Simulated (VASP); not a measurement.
# NaH (Fm-3m) in VASP: further runs, part 2 of 2

VASP 6.6.1. The steps go on from the part before.

### 5 Single point, PBE

The input, INCAR:

```
SYSTEM = NaH
PREC = Accurate
ENCUT = 550
EDIFF = 1E-6
ISMEAR = 0
SIGMA = 0.05
LREAL = .False.
LASPH = .True.
NELM = 100
ALGO = Normal
ISIF = 2
LWAVE = .False.
LCHARG = .False.
GGA = PE
NBANDS = 11
ADDGRID = .False.
```

The input, KPOINTS:

```
Automatic mesh
0
Gamma
  3 3 3
  0 0 0
```

The input, POSCAR:

```
NaH
1.0
    0.0000000000      2.4400000000      2.4400000000
    2.4400000000      0.0000000000      2.4400000000
    2.4400000000      2.4400000000      0.0000000000
Na H
1 1
Direct
    0.0000000000      0.0000000000      0.0000000000
    0.5000000000      0.5000000000      0.5000000000
```

Potentials or basis: VASP PAW PBE potentials, release 64 (Na_pv, H).

Run with:

```
$ cat potpaw_PBE.64/Na_pv/POTCAR potpaw_PBE.64/H/POTCAR > POTCAR
$ mpirun -np 1 vasp_std > vasp.out
```

OUTCAR:

```text
SYSTEM = NaH
   PREC = Accurate
   ENCUT = 550
   EDIFF = 1E-6
   ISMEAR = 0
   LREAL = .False.
   LASPH = .True.
   NELM = 100
   ISIF = 2
   GGA = PE

 Found      4 irreducible k-points:

 Following reciprocal coordinates:
            Coordinates               Weight
  0.000000  0.000000  0.000000      1.000000
  0.333333  0.000000  0.000000      8.000000
  0.333333  0.333333  0.000000      6.000000
 -0.333333  0.333333  0.000000     12.000000
   k-points           NKPTS =      4   k-points in BZ     NKDIM =      4   number of bands    NBANDS=     11
   number of dos      NEDOS =    301   number of ions     NIONS =      2
   total plane-waves  NPLWV =  21952
   dimension x,y,z NGX =    28 NGY =   28 NGZ =   28
   dimension x,y,z NGXF=    56 NGYF=   56 NGZF=   56
   ions per type =               1   1
   NGX,Y,Z   is equivalent  to a cutoff of  13.49, 13.49, 13.49 a.u.
   NGXF,Y,Z  is equivalent  to a cutoff of  26.98, 26.98, 26.98 a.u.
 SYSTEM =  NaH
   PREC   = accura    normal or accurate (medium, high low for compatibility)
   ISTART =      0    job   : 0-new  1-cont  2-samecut
   ICHARG =      2    charge: 1-file 2-atom 10-const
   ISPIN  =      1    spin polarized calculation?
   LNONCOLLINEAR =      F non collinear calculations
   LSORBIT =      F    spin-orbit coupling
   LASPH  =      T    aspherical Exc in radial PAW
[... 67 lines left out ...]
      7      14.1772      0.00000
      8      14.1772      0.00000
      9      14.9656      0.00000
     10      14.9656      0.00000
     11      14.9656      0.00000
[... 29 lines left out ...]
 k-point     4 :      -0.3333    0.3333    0.0000
  band No.  band energies     occupation
      1     -23.4129      2.00000
      2     -23.4105      2.00000
      3     -23.3758      2.00000
      4      -1.4708      2.00000
      5       4.3906      0.00000
      6       4.5915      0.00000
      7      10.3318      0.00000
      8      10.8839      0.00000
      9      16.8051      0.00000
     10      19.6956      0.00000
     11      20.0238      0.00000

------------------------ aborting loop because EDIFF is reached ----------------------------------------

  FORCE on cell =-STRESS in cart. coord.  units (eV):
  Direction    XX          YY          ZZ          XY          YZ          ZX
  --------------------------------------------------------------------------------------
  -------------------------------------------------------------------------------------
  Total       -0.1302376     -0.1302376     -0.1302376      0.0000000      0.0000000     -0.0000000
  in kB       -7.1820349     -7.1820349     -7.1820349      0.0000000      0.0000000     -0.0000000
  external PRESSURE =      -7.1820349 kB  Pullay stress =       0.0000000 kB

 VOLUME and BASIS-vectors are now :
 -----------------------------------------------------------------------------
  energy-cutoff  :      550.00
  volume of cell :       29.05
      direct lattice vectors                 reciprocal lattice vectors
     0.000000000  2.440000000  2.440000000    -0.204918033  0.204918033  0.204918033
     2.440000000  0.000000000  2.440000000     0.204918033 -0.204918033  0.204918033
     2.440000000  2.440000000  0.000000000     0.204918033  0.204918033 -0.204918033

 POSITION                                       TOTAL-FORCE (eV/Angst)
 -----------------------------------------------------------------------------------
      0.00000      0.00000      0.00000        -0.000000      0.000000     -0.000000
      2.44000      2.44000      2.44000         0.000000     -0.000000      0.000000
 -----------------------------------------------------------------------------------
    total drift:                               -0.000000     -0.000000     -0.000000

  FREE ENERGIE OF THE ION-ELECTRON SYSTEM (eV)
  ---------------------------------------------------
  free  energy   TOTEN  =        -5.1005156942 eV

  energy  without entropy=       -5.1005156942  energy(sigma->0) =       -5.10051569
```

stdout:

```text
POSCAR found type information on POSCAR NaH
 POSCAR found :  2 types and       2 ions
 scaLAPACK will be used
 LDA part: xc-table for (Slater+PW92), standard interpolation
 POSCAR, INCAR and KPOINTS ok, starting setup
 FFT: planning ... GRIDC
 FFT: planning ... GRID_SOFT
 FFT: planning ... GRID
 WAVECAR not read
 entering main loop
```

It took 2.8 s on 1 thread of Intel Xeon Platinum 8259CL at 2.50GHz (Skylake/Cascade Lake), shared host; peak memory 0.14 GiB.

The run converged, but some of its settings lie outside the range that counts as converged, so its numbers aren't taken as properties of the crystal.

What came out:

- Free energy: -5.1005 eV
- Pressure: -0.7 GPa
- Band gap on the k mesh: 5.76 eV, indirect (least direct gap 5.86 eV)

Caveat: the k mesh is coarse (spacing up to 0.74 Å⁻¹), so the values aren't converged; an odd mesh through Γ misses points on the zone boundary, where band edges often lie.

### 6 Single point, PBE

INCAR is that of step 5.

KPOINTS is that of step 5.

The input, POSCAR:

```
NaH
1.0
    0.0000000000      2.4400000000      2.4400000000
    2.4400000000      0.0000000000      2.4400000000
    2.4400000000      2.4400000000      0.0000000000
Na H
1 1
Direct
   -0.0187210000      0.0228060000      0.0160610000
    0.4668300000      0.5164870000      0.5214060000
```

Potentials or basis: VASP PAW PBE potentials, release 64 (Na_pv, H).

Run with:

```
$ cat potpaw_PBE.64/Na_pv/POTCAR potpaw_PBE.64/H/POTCAR > POTCAR
$ mpirun -np 1 vasp_std > vasp.out
```

Wall time 5 s (1 thread of Intel Xeon Platinum 8259CL at 2.50GHz (Skylake/Cascade Lake), shared host); peak memory 0.14 GiB.

The run converged, but some of its settings lie outside the range that counts as converged, so its numbers aren't taken as properties of the crystal.

What came out:

```
Free energy            : -5.0993 eV
Pressure               : -0.7 GPa
Largest force          : 0.043 eV/Å
Band gap on the k mesh : 5.75 eV, indirect (least direct gap 5.85 eV)
```

Caveat: the k mesh is coarse (spacing up to 0.74 Å⁻¹), so the values aren't converged; an odd mesh through Γ misses points on the zone boundary, where band edges often lie.
